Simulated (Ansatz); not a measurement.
## Strain response of Pt

Computed with DFT PBEsol, scalar-relativistic, plane waves, PAW (Ansatz). Run with 420 eV cutoff, 18×18×14 k-mesh, Gaussian smearing of 0.10 eV, no spin polarisation.

Reference structure (relaxed):

```
CELL_PARAMETERS angstrom
1.95903 1.95903 0.00000
-1.95903 1.95903 0.00000
0.00000 0.00000 3.91806
ATOMIC_POSITIONS crystal
Pt 0.00000 0.00000 0.00000
Pt 0.50000 0.50000 0.50000
```

Deformation: biaxial strain in the a-b plane, with the length and tilt of c and the atoms relaxed, all within the symmetry that the strain leaves. Energies are extrapolated to zero smearing.

Spin–orbit coupling is left out, which can shift energies with elements as heavy as these.

Give the structure at +1.0 %.

```
CELL_PARAMETERS angstrom
1.97862 1.97862 0.00000
-1.97862 1.97862 0.00000
0.00000 0.00000 3.86085
ATOMIC_POSITIONS crystal
Pt 0.00000 0.00000 0.00000
Pt 0.50000 0.50000 0.50000
```
Space group I4/mmm (139), 1.9 meV/atom over the relaxed crystal.